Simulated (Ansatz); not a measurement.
# AgI (P6_3mc): equation of state

Aim: the bulk modulus of AgI (P6_3mc) from energies at several volumes around the relaxed one, with shape and atoms relaxed at each.

Method: DFT PBE, scalar-relativistic, plane waves, PAW, in Ansatz 0.2.0.

3 further runs of the same task are left out: 1 that didn't finish, 2 set aside as unsound or not needed. Runs told in other sessions of the task aren't counted.

### 1 The system as given

Symmetry: P6_3mc, No. 186, hexagonal system. The conventional cell has a = 4.685 Å, b = 4.685 Å, c = 7.663 Å, α = 90.00°, β = 90.00°, γ = 120.00°. Ag (site symmetry 3m) has 4 I at 2.87 Å in its first shell of neighbours. Around I (site symmetry 3m) lie 4 Ag at 2.87 Å.

Coordinates:

```
CELL_PARAMETERS angstrom
4.68494 0.00000 0.00000
-2.34247 4.05728 0.00000
0.00000 0.00000 7.66335
ATOMIC_POSITIONS crystal
Ag 0.33333 0.66667 0.00009
Ag 0.66667 0.33333 0.50009
I 0.33333 0.66667 0.37491
I 0.66667 0.33333 0.87491
```

An earlier run at PBE left this cell at 36.416 Å³/atom and 0.00 GPa (8×8×6 mesh).

Volume factors to run: 0.980, 1.020, 0.960, 1.040.

### 2 At 0.980 of the relaxed volume

Input file input.yaml:

```yaml
crystal:
  lattice:
    - [4.6534964629, 0.0, 0.0]
    - [-2.3267482314, 4.0300461533, 0.0]
    - [0.0, 0.0, 7.6119210355]
  atoms:
    - { symbol: Ag, position: [0.3333333333, 0.6666666667, 9.48701e-05] }
    - { symbol: Ag, position: [0.6666666667, 0.3333333333, 0.5000948701] }
    - { symbol: I, position: [0.3333333333, 0.6666666667, 0.3749051299] }
    - { symbol: I, position: [0.6666666667, 0.3333333333, 0.8749051299] }
basis:
  ecutwfc: 420
  ecutrho_ratio: 4
kpoints:
  mp_grid: { grid: [8, 8, 6] }
hamiltonian:
  xc: pbe
scf:
  occupations: { method: gaussian, width: 0.05 }
output:
  forces: true
  stress: true
  eigenvalues: true
relax:
  f_tol: 0.01
  max_steps: 40
  cell: { stress_tol: 0.1, fix: [volume] }
```

The run is started by

```sh
> ansatz run input.yaml --threads 2 --pin off --max-ram 2662MiB --backend cpu --events-out ev --progress --plain --runs-dir out
```

Further steps of the session: At 1.020 of the relaxed volume; At 0.960 of the relaxed volume; Volume × 1.040.

Before running it: what results should come out? Wanted: V0; B0; B0′; scatter of the fit.

**Answer**, as computed:

| quantity | value |
| --- | --- |
| V0 | 36.415 Å³/atom |
| B0 | 26 GPa |
| B0′ | 5.3 |
| scatter of the fit | 0.000 meV/atom |

In words: A third-order Birch–Murnaghan fit puts the minimum at 36.41 Å³/atom with a bulk modulus of 26 GPa, which is soft. One per cent of compression takes about 0.26 GPa. These are values at 0 K without zero-point motion.
